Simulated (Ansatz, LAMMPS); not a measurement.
# Amorphous TiO2 at 3.66 g/cm^3 (84 atoms), relaxed: mesh and functional compared

Which bonds does the relaxation leave, and how do the Kohn-Sham gap, forces and pressure change with k-mesh and functional?

Calculated with Ansatz 0.2.0: Kohn-Sham DFT, PBE, PAW (set soft_2), plane waves; cutoff 420 eV, Γ point, fermi-dirac smearing of 0.025 eV.

**The cell**

Density at the start: 3.66 g/cm³. The cell holds 84 atoms: 28 Ti and 56 O. Cell: a = 10.052 Å, b = 10.052 Å, c = 10.052 Å, α = 90.0°, β = 90.0°, γ = 90.0°. 84 atoms (28 Ti, 56 O) placed at random at 3.66 g/cm³, melted at 5000 K for 10 ps at fixed volume with the Morse and Coulomb pair potential with partial charges (Pedone, Malavasi, Menziani, Cormack and Segre, J. Phys. Chem. B 110, 11780 (2006)). Quenched from 5000 K to 300 K at 50 K/ps and fixed volume, held 5 ps, then minimised at fixed cell.

The atoms were relaxed with PBE. The walk converged after 16 steps, with a largest force component of 0.0398 eV/Å; it began at an r.m.s. force component of 0.70 eV/Å. The energy fell by 51.2 meV an atom.

The input of the reference single point:

```yaml
crystal:
  lattice:
    - [10.052, 0.0, 0.0]
    - [0.0, 10.052, 0.0]
    - [0.0, 0.0, 10.052]
  atoms:
    - { symbol: Ti, position: [0.89261, 0.49058, 0.36382] }
    - { symbol: Ti, position: [0.67077, 0.03931, 0.56244] }
    - { symbol: Ti, position: [0.55005, 0.87449, 0.12743] }
    - { symbol: Ti, position: [0.63662, 0.56616, 0.03819] }
    [... 78 atom lines left out ...]
    - { symbol: O, position: [0.49009, 0.52057, 0.93841] }
    - { symbol: O, position: [0.01567, 0.90913, 0.7301] }
kpoints:
  mp_grid: { grid: [1, 1, 1] }
hamiltonian:
  xc: pbe
scf:
  occupations: { method: fermi_dirac, width: 0.025 }
output:
  forces: true
  stress: true
  populations: true
  dos:
    method: { smearing: { sigma: 0.08 } }
    de: 0.05
    projected: { site_lists: { O: [O], Ti: [Ti] } }
  eigenvalues: true
  write_density: true
  write_potential: true
  volumetric_format: npy
```

**Bonds after relaxation**

Bonds by pair of elements; cutoffs follow the first minimum of g(r), held within bounds set by covalent radii, and pairs that aren't listed don't count as bonded:

| pair A-B | cutoff (Å) | bonds | mean length (Å) | spread (Å) | shortest (Å) | B about A | A about B |
| --- | --- | --- | --- | --- | --- | --- | --- |
| O-Ti | 2.73 | 146 | 1.94 | 0.162 | 1.76 | 2.61 | 5.21 |

How many atoms have how many bonded neighbours:

```
element  mean   2   3  4   5   6
      O  2.61  24  30  2   0   0
     Ti  5.21   0   0  5  12  11
```

**Levels of theory**

Single points at the relaxed geometry:

```
functional  k-mesh  Kohn-Sham gap (eV)  pressure (GPa)  r.m.s. force component (eV/Å)  SCF cycles     time
       PBE   1×1×1               2.682            5.47                          0.008          11     13 s
       PBE   2×2×2               2.630            5.46                          0.022          11    2 min
     HSE06   1×1×1               4.245           -0.95                          0.181          27  4.5 min
    r2SCAN   1×1×1               3.040            1.23                          0.060          12     35 s
    PBEsol   1×1×1               2.655           -0.07                          0.065          12     13 s
```

The gap is that between the highest filled and lowest empty Kohn-Sham level on the run's k-points. Cutoffs: 420 eV for PBE, HSE06 and PBEsol; 500 eV for r2SCAN. Times come from shared hosts and are rough.

**Findings**

By these cutoffs 54 % of O atoms have 3 and 43 % of Ti atoms have 5 neighbours. The Kohn-Sham gap is 2.68 eV with PBE on the 1×1×1 mesh and 2.63 eV on 2×2×2. On the 1×1×1 mesh HSE06 changes the gap by +1.56 eV against PBE. Carrying that shift over to the 2×2×2 mesh gives 2.63 + 1.56 = 4.19 eV, an estimate that takes the shift to be alike at all k-points. On the reference's mesh the gap changes with r2SCAN by +0.36 eV and PBEsol by -0.03 eV. Against the reference the pressure changes with HSE06 by -6.4 GPa, r2SCAN by -4.2 GPa and PBEsol by -5.5 GPa; a negative change means a smaller volume than PBE would take. The denser mesh moves the energy by +0.3 meV/atom and the pressure by -0.00 GPa.

Limits: All single points share the geometry relaxed with PBE. The density was set when the cell was made, as one point of a scan, and needn't be that of the real material. One sample; tail or defect levels can set the gap of a disordered cell. The quench rate of 50 K/ps is many orders above laboratory rates, so the cell is likely richer in defects and strain than a real sample. The network of bonds at the start is that of the classical potential that made the cell, and needn't be the one that DFT or experiment would give. In some runs the program notes that it cut back its work space to fit the memory limit, the exchange threshold is loose for the stress and the SCF threshold is loose for the stress.

[Logs are printed without paths, hosts, clocks, repeated set-up lines and the standing remarks that a program may print on its own settings, such as how far it seeks lower states.]

[Hosts, paths, dates, database ids (printed as entryN), source tags and the programs' standing remarks are cut or masked in the printed files.]
